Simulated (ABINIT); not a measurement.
Here is an ABINIT 10.8.3 (patched build) calculation.

Contents of run.abi:

```
# Datasets: ground state, then fixed potential
ndtset 2

# Pseudopotentials
pp_dirpath "./"
pseudos "Ag.GGA_PBE-JTH.xml"

# Structure
acell 5.4592009917 5.4592009917 5.4592009917
rprim
     0.0000000000     0.7071067812     0.7071067812
     0.7071067812     0.0000000000     0.7071067812
     0.7071067812     0.7071067812     0.0000000000
ntypat 1
znucl 47
natom 1
typat 1
xcart
     0.0000000000     0.0000000000     0.0000000000

# Plane-wave basis
ecut 544.227725 eV
pawecutdg 40.0
pawxcdev 0

# Exchange and correlation
ixc 15

# Bands and occupations
occopt 3
tsmear 0.00183747

# SCF cycle
nstep 100

# Output
iomode 3
prtwf 0
prteig 0
prtebands 0
enunit 1
prtden1 1
prtvha1 1
prtvclmb1 1
prtpot1 1

# Dataset 1
kptopt1 1
ngkpt1 11 11 11
nshiftk1 1
shiftk1 0.0 0.0 0.0
nband1 10
tolvrs1 1.0e-9

# Dataset 2: bands along G-X-W-K-G-L-U-W-L-K
iscf2 -2
getden2 1
nband2 16
nbdbuf2 4
tolwfr2 1.0e-11
kptopt2 -9
ndivsm2 8
prteig2 1
prtvol2 -3
kptbounds2
     0.0000000000     0.0000000000     0.0000000000
     0.5000000000     0.0000000000     0.5000000000
     0.5000000000     0.2500000000     0.7500000000
     0.3750000000     0.3750000000     0.7500000000
     0.0000000000     0.0000000000     0.0000000000
     0.5000000000     0.5000000000     0.5000000000
     0.6250000000     0.2500000000     0.6250000000
     0.5000000000     0.2500000000     0.7500000000
     0.5000000000     0.5000000000     0.5000000000
     0.3750000000     0.3750000000     0.7500000000
```

Potentials or basis: JTH PAW PBE v2.0.

Run with:

```bash
$ abinit run.abi > log 2>&1
```

(1) What does it give for the band gap on the k mesh?

(2) Predict the pressure.

Results:

(1) none (metal or under the smearing width).

(2) 8.7 GPa.

Caveat: the PAW data sets were made with another functional, which shifts forces and pressure a little.
